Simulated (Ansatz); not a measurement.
# MnS (Fm-3m) in Ansatz: settings compared

One crystal, MnS, is run at these levels: r2SCANh, r2SCAN50, LDA; tasks: band structure, elastic constants.

Program: Ansatz 0.2.0. These are calculated values, not measurements. Logs are shortened: lines on timing, memory, paths and dates and some standing lists are left out, and cuts for length are marked.

### Step 1. The structure

It takes space group Fm-3m (No. 225, cubic). The conventional cell has a = 5.209 Å, b = 5.209 Å, c = 5.209 Å, α = 90.00°, β = 90.00°, γ = 90.00°. Mn (site symmetry m-3m) is surrounded by 6 S at 2.60 Å. S (site symmetry m-3m) has 6 Mn at 2.60 Å as nearest neighbours.

### Step 2. Band structure, r2SCANh, collinear spin, ferromagnetic start

input.yaml

```yaml
crystal:
  lattice:
    - [0.0, 2.6045, 2.6045]
    - [2.6045, 0.0, 2.6045]
    - [2.6045, 2.6045, 0.0]
  atoms:
    - { symbol: Mn, position: [0.0, 0.0, 0.0], spin: 4.0 }
    - { symbol: S, position: [0.5, 0.5, 0.5] }
hamiltonian:
  xc: r2scanh
  pseudopotentials: { kind: paw }
magnetization:
  spin_polarized: true
kpoints:
  mp_grid: { grid: [5, 5, 5] }
  band_path:
    path:
      - [[0.0, 0.0, 0.0], [0.5, 0.0, 0.5], [0.5, 0.25, 0.75], [0.375, 0.375, 0.75], [0.0, 0.0, 0.0], [0.5, 0.5, 0.5], [0.625, 0.25, 0.625], [0.5, 0.25, 0.75], [0.5, 0.5, 0.5], [0.375, 0.375, 0.75]]
      - [[0.625, 0.25, 0.625], [0.5, 0.0, 0.5]]
    npoints: 4
scf:
  occupations: { method: fermi_dirac, width: 0.05 }
  n_extra_bands: 6
output:
  forces: true
  stress: true
  eigenvalues: true
  fatbands: false
  write_density: true
  write_potential: true
  elf: true
  volumetric_format: npy
```

Potentials or basis: Ansatz PAW.

Run with:

```
$ ansatz run input.yaml --threads 2 --pin off --max-ram 5632MiB --backend cpu --events-out ev --progress --plain --runs-dir out
```

Output:

```text
Warning: output.stress: scf.convergence.dr2_threshold = 1e-7 eV (the SCF's general default) is looser than the 2e-10 eV advised for a printed stress (1e-10 eV for each atom of the cell: 2). What an SCF threshold leaves in a stress goes as its square root, and in the free energy as the threshold itself, and one threshold admits the most on a small cell: of the crystals measured, under no hybrid functional and no lock of the moments, on runs that ended without the residual-converged pass, on stresses that held no estimate of that error, the worst erred by over 100 MPa in a component at 1e-7 eV an atom and by under 5 at 1e-10. Set scf.convergence.dr2_threshold to 2e-10 eV or tighter. The threshold is an SCF's pass mark: one that does not reach it within its budget of iterations ends unconverged, or closes short of it on a stop that the run arms, and scf.convergence.dr2_threshold's page says what that costs each kind of run
Warning: output.stress: scf.exx.energy_threshold = 1e-6 eV is looser than the 2e-8 eV advised for a stress under a hybrid functional (1e-8 eV for each atom of the cell: 2). Every SCF of the exchange loop can meet its threshold on dr2 while the loop round them stops early: no threshold on dr2 bounds what that leaves in the stress. Set scf.exx.energy_threshold to 2e-8 eV or tighter. The threshold is the loop's pass mark: a loop that does not reach it within its budget of cycles ends unconverged, and scf.exx.energy_threshold's page has the law
Warning: RAYON_NUM_THREADS=2 ignored (pool sized by the plan → 2); use --threads N
scf.n_extra_bands = 6 over 11 filled bands (N_el = 21.0): the run solves 17 bands
Engine: ansatz 0.2.0, aarch64-unknown-linux-gnu
Pseudopotentials: kind: paw
Pseudopotential: Mn, paw, valence charge 15, recommended cutoff 500 eV (meta_gga), Mn.paw.azcp
Pseudopotential: S, paw, valence charge 6, recommended cutoff 500 eV (meta_gga), S.paw.azcp
Functional definition: r2SCANh
  parameter a = 0.1
  parameter k0 = 0.174
  parameter k1 = 0.065
  parameter a1 = 4.9479
  exchange = (1 - a)*r2scan_x(k0 = k0, k1 = k1, a1 = a1) + a*exact_x
  correlation = r2scan_c
Crystal: 2 atoms, lattice volume = 35.335 Å³
Basis set: ecut = 500 eV, 893 PW (Γ), exchange–correlation on 108×108×108 points (64 copies of the dense FFT grid, shifted against one another)
Bands: 17, of which v1, the nominal top of the filled ones, is band 11 counted from 1 (10 counted from 0)
Symmetry: 48 space group operations
Space group: Fm-3m (ITA 225), of the structure as read, at distance tolerance 3.3e-5 Å
Magnetic group: BNS 225.116 (UNI 1618), of the structure as read, at distance tolerance 3.3e-5 Å
k-points: 10 of 125
Non-local potential: Mn, projectors of the file, l = 0: 3, l = 1: 2, l = 2: 3, l = 3: 1
Non-local potential: S, projectors of the file, l = 0: 2, l = 1: 2, l = 2: 2
PAW form: soft (Blöchl's): semilocal exchange-correlation on the pseudo side does not see the compensation charge
PAW frozen core: Mn, regenerated for the run's functional, and the local potential with it (the file was generated under x = pbe(κ = 0.804, μ = 0.2195149727645171), c = pbe(β = 0.06672455060314922))
PAW frozen core: S, regenerated for the run's functional, and the local potential with it (the file was generated under x = pbe(κ = 0.804, μ = 0.2195149727645171), c = pbe(β = 0.06672455060314922))
PAW one-centre angular grid: Mn, 590 points (default); XC on 160 Gauss nodes
PAW one-centre angular grid: S, 302 points (default); XC on 160 Gauss nodes
Initial density: superposition of atomic densities (chi_scale 0.1, normalization cell, long waves kept (reshape's long-wave potential 0.00 eV rms))
Starting moments: Σ|m| = 4 μB on 1 of 2 sites
Initial wavefunctions: pseudopotential atomic-orbital guess
Functional: x = r2scan, c = r2scan; τ floored in thin density (d = 2e-4 eV/Å³), warm-up for x = 0.9 r2scan + 0.1 exact, c = r2scan; τ floored in thin density (d = 2e-4 eV/Å³)
iter 1 solved again at ethr=2.61e-2 eV; its pass at ethr=1.00e-1 eV (dr2=5.49e0 eV) is discarded
SCF iter   1: F=—  HF=-4811.605622 eV  |F-HF|=—  |Δ(HF+E_count)|=         —  Δρ=8.05e-2 (↑8.05e-2 ↓4.78e-2)  dr2=5.42e0  dr2_τ=3.14e-2  dr2_m=1.44e-1  M=4.211 μB ∫|m|=4.211 μB  β_m=1.00  ethr=2.61e-2  ⟨swp⟩=2.5  Hψ=1732  notcnv=0
preconditioner: auto → Kerker (q_TF=auto, 2.502 Å⁻¹)  [metal: Δε(μ)=0.109 eV  Ē_g=10.176 eV  σ=0.050 eV  W_gap=0.50  n_scr=14 (ndim 8)  ℏωp=22.5 eV  f_vac=0.000  D(μ)=1.89/eV (n_scr^D=14)]
spin=Collinear: Kerker preconditioning applied to the charge; magnetization (m = ρ↑ − ρ↓) channel mixes plain (no charge-response kernel on spin).
iter 2 solved again at ethr=2.06e-3 eV; its pass at ethr=2.58e-2 eV (dr2=4.33e-1 eV) is discarded
SCF iter   2: F=—  HF=-4811.337907 eV  |F-HF|=—  |Δ(HF+E_count)|=   2.68e-1  Δρ=4.78e-2 (↑4.78e-2 ↓2.33e-2)  dr2=3.51e-1  dr2_τ=1.59e-2  dr2_m=3.71e-1  M=4.763 μB ∫|m|=4.763 μB  β_m=1.00  ethr=2.06e-3  ⟨swp⟩=3.6  Hψ=1476  notcnv=0
eigensolver tolerance schedule: the retry pair's looser diagonalisation over-reported the residual by 0.23 of it (diagonalisation noise at 0.26 of the residual, at the tolerance the schedule requests for it); recorded, not acted on — ethr = c·dr2/N_el stays at c = 1.0e-1
SCF iter   3: F=—  HF=-4811.229969 eV  |F-HF|=—  |Δ(HF+E_count)|=   1.08e-1  Δρ=1.50e-2 (↑1.50e-2 ↓8.63e-3)  dr2=1.11e-1  dr2_τ=2.11e-3  dr2_m=1.97e-2  M=4.904 μB ∫|m|=4.904 μB  β_m=1.00  ethr=1.67e-3  ⟨swp⟩=2.8  Hψ=733  notcnv=0
SCF iter   4: F=—  HF=-4811.537432 eV  |F-HF|=—  |Δ(HF+E_count)|=   3.07e-1  Δρ=8.31e-3 (↑8.31e-3 ↓5.65e-3)  dr2=5.03e-2  dr2_τ=7.16e-4  dr2_m=1.43e-3  M=4.906 μB ∫|m|=4.906 μB  β_m=0.30  ethr=5.30e-4  ⟨swp⟩=4.3  Hψ=1077  notcnv=0
Mixer restart at iter 4: flushing history
spin-set hold released at iteration 4 (site moments contracting): the magnetisation degrees of freedom join the quasi-Newton model from the next iteration; the mixer history was flushed
[... 20 lines left out ...]
SCF iter   3: F=—  HF=-4811.452783 eV  |F-HF|=—  |Δ(HF+E_count)|=   1.64e-3  Δρ=1.26e-3 (↑1.26e-3 ↓7.50e-4)  dr2=8.77e-4  dr2_τ=9.16e-6  dr2_m=2.60e-5  M=5.000 μB ∫|m|=5.000 μB  β_m=0.58  ethr=6.32e-6  ⟨swp⟩=3.2  Hψ=945  notcnv=0
SCF iter   4: F=—  HF=-4811.452347 eV  |F-HF|=—  |Δ(HF+E_count)|=   4.36e-4  Δρ=2.18e-4 (↑2.18e-4 ↓1.59e-4)  dr2=5.83e-5  dr2_τ=5.38e-7  dr2_m=2.70e-6  M=5.000 μB ∫|m|=5.000 μB  β_m=0.61  ethr=4.14e-6  ⟨swp⟩=3.5  Hψ=855  notcnv=0
SCF iter   5: F=—  HF=-4811.452330 eV  |F-HF|=—  |Δ(HF+E_count)|=   1.72e-5  Δρ=1.07e-4 (↑1.07e-4 ↓6.84e-5)  dr2=4.24e-6  dr2_τ=1.37e-7  dr2_m=1.85e-6  M=5.000 μB ∫|m|=5.000 μB  β_m=0.58  ethr=2.74e-7  ⟨swp⟩=3.5  Hψ=660  notcnv=0
SCF iter   6: F=-4811.452329 eV  HF=-4811.452329 eV  |F-HF|=7.39e-8  |Δ(HF+E_count)|=   1.06e-6  Δρ=1.58e-5 (↑1.58e-5 ↓6.15e-6)  dr2=1.66e-7  dr2_τ=1.85e-9  dr2_m=1.18e-8  M=5.000 μB ∫|m|=5.000 μB  ethr=2.00e-8  ⟨swp⟩=3.1  Hψ=681  notcnv=0
SCF 2 stopped early in 6 iterations: F = -4811.452329 eV  dr2 = 1.66e-7
hybrid outer 1: dexx = +6.278e-3 eV, tail = 2.90e-6 eV
Frozen-core exchange: fock
SCF iter   1: F=—  HF=-4811.452313 eV  |F-HF|=—  |Δ(HF+E_count)|=         —  Δρ=1.91e-5 (↑1.91e-5 ↓9.44e-6)  dr2=1.22e-7  dr2_τ=7.09e-9  dr2_m=3.12e-8  M=5.000 μB ∫|m|=5.000 μB  β_m=0.30  ethr=6.90e-8  ⟨swp⟩=4.3  Hψ=901  notcnv=0
preconditioner: auto → none  [insulator: Δε(μ)=1.051 eV  Ē_g=11.913 eV  σ=0.050 eV  W_gap=1.00  n_scr=14 (ndim 8)  ℏωp=22.5 eV  f_vac=0.000  D(μ)=0.00/eV (n_scr^D=0)]
SCF iter   2: F=—  HF=-4811.452313 eV  |F-HF|=—  |Δ(HF+E_count)|=   4.52e-8  Δρ=1.10e-5 (↑1.10e-5 ↓7.36e-6)  dr2=4.66e-8  dr2_τ=8.66e-10  dr2_m=1.47e-8  M=5.000 μB ∫|m|=5.000 μB  β_m=0.47  ethr=5.69e-10  ⟨swp⟩=4.0  Hψ=731  notcnv=0
SCF iter   3: F=-4811.452313 eV  HF=-4811.452313 eV  |F-HF|=2.39e-9  |Δ(HF+E_count)|=   1.51e-9  Δρ=3.99e-6 (↑3.99e-6 ↓8.46e-7)  dr2=5.13e-9  dr2_τ=3.51e-10  dr2_m=1.55e-9  M=5.000 μB ∫|m|=5.000 μB  ethr=2.22e-10  ⟨swp⟩=3.3  Hψ=682  notcnv=0
SCF 3 converged in 3 iterations: F = -4811.452313 eV  dr2 = 5.13e-9
  Residual-converged pass: ⟨swp⟩=3.1  Hψ=685  notcnv=0  max |occ|·‖R‖ = 2.4e-6 eV (tolerance 2.4e-6 eV)  dr2=5.66e-9  dr2_τ=3.88e-10  dr2_m=1.58e-9  dr2_onsite=1.45e-9  max |Δocc| = 1.8e-14
hybrid outer 2: dexx = +2.702e-8 eV, tail = 1.73e-8 eV, Δε = 8.89e-4 eV (about 8.14e-5 eV left of the loop's levels)
NSCF: frozen V_eff on 42 k-points
this state was not tested for a lower state beside it, because the functional holds exact exchange (a hybrid, or Hartree-Fock), whose exchange loop this test does not read (fock_operator); the stability check (scf.self_checks: high) cannot read this state: a pseudopotential is PAW: the check reads norm-conserving sets alone
hybrid SCF converged: 2 outer / 9 inner (+13 warm-up), last move |dexx| = 2.70e-8 eV, tail = 1.73e-8 eV
Magnetization: 5.0000 μB (13.0000 up, 8.0000 down)
Absolute magnetization: 5.0000 μB (∫|ρ↑−ρ↓|, with the PAW one-centre terms)
Spin contamination: 0.0095 ħ² per cell (⟨S²⟩ above its minimum at these occupations)
Per-site moments (μB) at R_I (Å): [(4.503134448188094, 1.0743562500000001), (0.16974236382066202, 1.0743562500000001)]
Free energy (F): -4811.452313 eV
Frozen-core exchange: fock
Harris-Foulkes:  -4811.452313 eV  (|F-HF|=2.39e-9)
Internal energy: -4811.452310 eV  (E = F + TS)
E sigma→0 (E₀):  -4811.452311 eV
Entropy (-TS):   -0.000003 eV (-0.001 meV/atom)
Fermi energy:    10.272750 eV
--- Per-component energies (eV) ---
  E_band       = -340.634733
  E_kinetic    = 406.253760
  E_local      = -2459.114127  (includes V_loc(G=0)·N_el)
  E_nonlocal   = 285.071347
  E_hartree    = 1009.987963
  E_xc         = -181.011216
  E_vxc        = -227.738743  (∫ρ·V_xc dr)
  E_exx        = -34.902255  (= α·E_x^exact, valence–valence)
  E_paw        = -1912.167096  (= ΣΔE_a)
  E_vpaw       = -308.237174  (= ΣTr[D̂ρ^β])
  E_aug_tail   = -0.000003  (compensation charges beyond the density's cutoff)
  E_vtau       = 12.957128  (kinetic-family band-sum trace: ∫τ·v_τ [+ j·A + Jᵃ·Aᵃ] dr)
  E_ewald      = -1925.114175
  E_core_change = -0.456506  (= ΣΔE_core)
  E_smearing   = -0.000003  (= −TS)
  E_closure    = -0.000001  (closes the sum)
  Σ components = -4811.452313   (vs F -4811.452313, Δ=0.00e0)
--- Forces (eV/Å), atoms counted from 1 ---
  atom   1  Mn     0.00000000    -0.00000000    -0.00000000
  atom   2  S      0.00000000    -0.00000000    -0.00000000
  max |Σ_I F_I| component: 1.47e-29 eV/Å
--- Stress (GPa, compression-positive) ---
        1.490580       0.000000       0.000000
       -0.000000       1.490580       0.000000
        0.000000      -0.000000       1.490580
  P = ⅓ Tr σ = 1.4906 GPa (14.906 kbar)
--- Band table (eV; the first three rows and the last of 20) ---
  k-point 0 ↑: bands = ["-77.5648", "-44.6698", "-44.6698", "-44.6698", "-5.7260", "5.3091", "5.3091", "5.3091", "5.3554", "5.3554", "7.9311", "7.9311", "7.9311", "12.7008", "19.3970", "19.3970", "19.3970"]
  k-point 1 ↑: bands = ["-77.5647", "-44.6724", "-44.6701", "-44.6701", "-5.3155", "4.6379", "4.7754", "4.7754", "5.4628", "5.4628", "6.5819", "8.6805", "8.6805", "14.3362", "17.8358", "18.6547", "18.6547"]
  k-point 2 ↑: bands = ["-77.5644", "-44.6767", "-44.6707", "-44.6707", "-4.4688", "2.6787", "4.1514", "4.1514", "5.7151", "5.7151", "6.2884", "9.6737", "9.6737", "13.8897", "16.5877", "16.5877", "19.3945"]
  k-point 9 ↓: bands = ["-70.8423", "-37.7571", "-37.7542", "-37.7509", "-3.7685", "4.3863", "5.4617", "6.1313", "12.5225", "13.0662", "13.3604", "13.7883", "14.0144", "16.7330", "18.3559", "18.9460", "21.1142"]
```

It took 5.1 min on 2 threads of Arm Neoverse V1, shared host; peak memory 0.9 GiB.

What came out:

```yaml
Free_energy: -4811.4523 eV
Pressure: 1.5 GPa
Band_gap_on_the_k_mesh: 1.05 eV, indirect (least direct gap 3.10 eV)
Band_gap_along_the_path: 0.80 eV, indirect (least direct gap 3.08 eV)
Net_moment: 5.00 μB per cell
Absolute_moment: 5.00 μB per cell
Site_moments: Mn +4.50; S +0.17 μB
```

Levels at the corners of the path, in eV from the valence-band top:
Spin up:
```tsv
point	band 10	band 11	band 12	band 13	band 14	band 15	band 16	band 17
Γ	-4.49	-1.92	-1.92	-1.92	2.85	9.55	9.55	9.55
X	-3.97	-3.63	-3.63	-3.44	1.72	6.20	11.73	13.51
W	-3.64	-3.62	-3.62	-2.72	5.05	7.86	8.23	8.23
K	-4.03	-3.65	-3.21	-1.93	3.40	7.20	9.75	10.15
Γ	-4.49	-1.92	-1.92	-1.92	2.85	9.55	9.55	9.55
L	-4.09	-3.55	0.00	0.00	3.83	6.41	6.41	9.93
U	-4.03	-3.65	-3.21	-1.93	3.40	7.20	9.75	10.15
W	-3.64	-3.62	-3.62	-2.72	5.05	7.86	8.23	8.23
L	-4.09	-3.55	0.00	0.00	3.83	6.41	6.41	9.93
K	-4.03	-3.65	-3.21	-1.93	3.40	7.20	9.75	10.15
U	-4.03	-3.65	-3.21	-1.93	3.40	7.20	9.75	10.15
X	-3.97	-3.63	-3.63	-3.44	1.72	6.20	11.73	13.51
```
Spin down:
```
point  band 4  band 5  band 6  band 7  band 8  band 9  band 10  band 11  band 12  band 13
    Γ  -47.59  -15.20   -1.53   -1.53   -1.53    2.29     2.29     2.29     2.31     2.31
    X  -47.60  -13.61   -5.82   -3.22   -3.22    0.80     2.89     3.40     3.96     3.96
    W  -47.60  -13.51   -4.90   -4.90   -4.17    3.13     3.13     3.15     3.77     3.96
    K  -47.60  -13.55   -5.35   -4.87   -3.31    2.10     3.62     3.78     3.78     3.91
    Γ  -47.59  -15.20   -1.53   -1.53   -1.53    2.29     2.29     2.29     2.31     2.31
    L  -47.59  -13.80   -6.61   -3.19   -3.19    3.64     3.64     3.79     4.58     5.51
    U  -47.60  -13.55   -5.35   -4.87   -3.31    2.10     3.62     3.78     3.78     3.91
    W  -47.60  -13.51   -4.90   -4.90   -4.17    3.13     3.13     3.15     3.77     3.96
    L  -47.59  -13.80   -6.61   -3.19   -3.19    3.64     3.64     3.79     4.58     5.51
    K  -47.60  -13.55   -5.35   -4.87   -3.31    2.10     3.62     3.78     3.78     3.91
    U  -47.60  -13.55   -5.35   -4.87   -3.31    2.10     3.62     3.78     3.78     3.91
    X  -47.60  -13.61   -5.82   -3.22   -3.22    0.80     2.89     3.40     3.96     3.96
```

Caveat: the magnetic or orbital state may not be the lowest; the k mesh misses the band edges, so the gap on the mesh is wider than the one along the path; a cell with one magnetic atom can't hold antiferromagnetic order, which such compounds often take; the PAW data sets come from PBE, with cores solved anew for the run's functional, which leaves a small shift of forces and pressure; the thresholds are loose for stress.

### Step 3. Band structure, r2SCAN50, collinear spin, ferromagnetic start

Changes to input.yaml since step 2:

```diff
@@ -9,3 +9,3 @@
 hamiltonian:
-  xc: r2scanh
+  xc: r2scan50
   pseudopotentials: { kind: paw }
```

Potentials or basis: Ansatz PAW.

Run with:

```
$ ansatz run input.yaml --threads 2 --pin off --max-ram 5632MiB --backend cpu --events-out ev --progress --plain --runs-dir out
```

Output:

```text
Warning: output.stress: scf.convergence.dr2_threshold = 1e-7 eV (the SCF's general default) is looser than the 2e-10 eV advised for a printed stress (1e-10 eV for each atom of the cell: 2). What an SCF threshold leaves in a stress goes as its square root, and in the free energy as the threshold itself, and one threshold admits the most on a small cell: of the crystals measured, under no hybrid functional and no lock of the moments, on runs that ended without the residual-converged pass, on stresses that held no estimate of that error, the worst erred by over 100 MPa in a component at 1e-7 eV an atom and by under 5 at 1e-10. Set scf.convergence.dr2_threshold to 2e-10 eV or tighter. The threshold is an SCF's pass mark: one that does not reach it within its budget of iterations ends unconverged, or closes short of it on a stop that the run arms, and scf.convergence.dr2_threshold's page says what that costs each kind of run
Warning: output.stress: scf.exx.energy_threshold = 1e-6 eV is looser than the 2e-8 eV advised for a stress under a hybrid functional (1e-8 eV for each atom of the cell: 2). Every SCF of the exchange loop can meet its threshold on dr2 while the loop round them stops early: no threshold on dr2 bounds what that leaves in the stress. Set scf.exx.energy_threshold to 2e-8 eV or tighter. The threshold is the loop's pass mark: a loop that does not reach it within its budget of cycles ends unconverged, and scf.exx.energy_threshold's page has the law
Warning: RAYON_NUM_THREADS=2 ignored (pool sized by the plan → 2); use --threads N
scf.n_extra_bands = 6 over 11 filled bands (N_el = 21.0): the run solves 17 bands
[... 137 lines left out ...]
  P = ⅓ Tr σ = 2.8560 GPa (28.560 kbar)
--- Band table (eV; the first three rows and the last of 20) ---
  k-point 0 ↑: bands = ["-85.9719", "-51.5744", "-51.5744", "-51.5744", "-8.9820", "1.3792", "1.3792", "1.4813", "1.4813", "1.4813", "6.4669", "6.4669", "6.4669", "13.8610", "20.7364", "20.7364", "20.7364"]
  k-point 1 ↑: bands = ["-85.9717", "-51.5773", "-51.5748", "-51.5748", "-8.5171", "1.0398", "1.0398", "1.2061", "1.6022", "1.6022", "4.4771", "6.9788", "6.9788", "15.5099", "19.1854", "20.0720", "20.0720"]
  k-point 2 ↑: bands = ["-85.9714", "-51.5816", "-51.5752", "-51.5752", "-7.5538", "-0.0390", "0.5711", "0.5711", "1.8241", "1.8241", "3.0632", "7.7784", "7.7784", "14.8714", "17.9391", "17.9391", "21.3752"]
  k-point 9 ↓: bands = ["-77.7307", "-42.2067", "-42.2028", "-42.1970", "-6.7674", "2.4004", "3.6506", "4.5237", "14.9284", "15.4702", "16.5705", "17.2880", "17.3868", "18.6812", "20.3746", "21.3862", "22.9780"]
```

bands.tsv:

```text
# k_distance	band_0_up	band_1_up	band_2_up	band_3_up	band_4_up	band_5_up	band_6_up	band_7_up	band_8_up	band_9_up	band_10_up	band_11_up	band_12_up	band_13_up	band_14_up	band_15_up	band_16_up	band_0_dn	band_1_dn	band_2_dn	band_3_dn	band_4_dn	band_5_dn	band_6_dn	band_7_dn	band_8_dn	band_9_dn	band_10_dn	band_11_dn	band_12_dn	band_13_dn	band_14_dn	band_15_dn	band_16_dn
[... 61 lines left out ...]
7.742946	-96.171950	-61.782402	-61.777651	-61.777651	-17.507886	-9.076409	-8.679370	-8.636523	-8.214587	-8.214587	-7.698523	-5.692405	-5.692405	2.571010	6.706390	13.041529	15.033308	-87.931401	-52.412586	-52.401205	-52.401205	-16.951143	-8.280869	-5.245565	-5.245565	2.124965	4.187158	5.680798	7.252601	7.252601	7.402881	11.981220	13.740469	16.314956
```

Wall time 5.5 min (2 threads of Arm Neoverse V1, shared host); peak memory 0.91 GiB.

Results:

```
Free energy             : -4810.2026 eV
Pressure                : 2.9 GPa
Band gap on the k mesh  : 4.64 eV, indirect (least direct gap 6.94 eV)
Band gap along the path : 4.40 eV, indirect (least direct gap 6.72 eV)
Net moment              : 5.00 μB per cell
Absolute moment         : 5.00 μB per cell
Site moments            : Mn +4.61; S +0.12 μB
```

Levels at the corners of the path, in eV from the valence-band top:
Spin up:
```csv
point,band 11,band 12,band 13,band 14,band 15,band 16
Γ,-1.46,-1.46,-1.46,5.93,12.81,12.81
X,-5.43,-3.42,-3.42,4.84,8.98,15.31
W,-4.48,-4.48,-3.10,8.35,11.28,11.45
K,-4.92,-4.15,-2.08,6.52,10.35,13.20
Γ,-1.46,-1.46,-1.46,5.93,12.81,12.81
L,-4.96,0.00,0.00,6.72,9.67,9.67
U,-4.92,-4.15,-2.08,6.52,10.35,13.20
W,-4.48,-4.48,-3.10,8.35,11.28,11.45
L,-4.96,0.00,0.00,6.72,9.67,9.67
K,-4.92,-4.15,-2.08,6.52,10.35,13.20
U,-4.92,-4.15,-2.08,6.52,10.35,13.20
X,-5.43,-3.42,-3.42,4.84,8.98,15.31
```
Spin down:
```
point  band 6  band 7  band 8  band 9  band 10  band 11
    Γ   -1.01   -1.01   -1.01    6.72     6.72     6.72
    X   -6.01   -2.97   -2.97    4.40     6.46     7.95
    W   -4.89   -4.89   -3.94    7.39     7.77     7.77
    K   -5.45   -4.82   -2.96    5.95     8.03     8.84
    Γ   -1.01   -1.01   -1.01    6.72     6.72     6.72
    L   -6.85   -2.66   -2.66    7.39     9.00     9.04
    U   -5.45   -4.82   -2.96    5.95     8.03     8.84
    W   -4.89   -4.89   -3.94    7.39     7.77     7.77
    L   -6.85   -2.66   -2.66    7.39     9.00     9.04
    K   -5.45   -4.82   -2.96    5.95     8.03     8.84
    U   -5.45   -4.82   -2.96    5.95     8.03     8.84
    X   -6.01   -2.97   -2.97    4.40     6.46     7.95
```

Caveat: the magnetic or orbital state may not be the lowest; the k mesh misses the band edges, so the gap on the mesh is wider than the one along the path; the pressure holds a Pulay correction of +0.4 GPa for the finite cutoff; a cell with one magnetic atom can't hold antiferromagnetic order, which such compounds often take; the PAW data sets come from PBE, with cores solved anew for the run's functional, which leaves a small shift of forces and pressure; the thresholds are loose for stress.

(Continued in part 2 of 2.)
